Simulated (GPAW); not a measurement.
Ti, 2 atoms in the cell. It takes space group P6_3/mmc (No. 194, hexagonal). Conventional cell: a = 2.950 Å, b = 2.950 Å, c = 4.680 Å, α = 90.00°, β = 90.00°, γ = 120.00°. Around Ti (site symmetry -6m2) lie 12 Ti at 2.89 to 2.95 Å. 

| Property | Result |
| --- | --- |
| Program | GPAW 26.7.0 |
| Task | relaxation of cell and atoms |
| Functional | PW91 |
| Potentials or basis | PAW data sets generated in the run's folder for this functional |
| Cutoff | 600 eV |
| Basis | pw |
| k mesh | 7 × 7 × 4 |
| Occupations | fermi-dirac, width 0.05 eV |
| Spin | no spin polarisation |
| Target pressure | 5 GPa |
| Maxiter | 150 |
| Optimizer | FIRE |
| Fmax | 0.01 eV/Å |
| Max steps | 100 |
| Target pressure | 5 GPa |
| Convergence | density=1e-06 energy=1e-06 eigenstates=1e-10 |

Potentials or basis: PAW data sets generated in the run's folder for this functional, pw.

Command:

```console
$ gpaw-setup -f GGA_X_PW91+GGA_C_PW91 Ti
$ OMP_NUM_THREADS=1 python run.py
```

Hardware: 1 thread of AMD EPYC 7R43 64-Core Processor (Zen 3), with other jobs on the host.

**Question.** Estimate the wall time of this run.

**Answer.** Wall time 3.8 min on 1 thread of AMD EPYC 7R43 64-Core Processor (Zen 3), on a shared host, peak memory 0.34 GiB. Counts: scf iterations 182, plane waves 1194, bands 24, k points 28, ion steps 24.
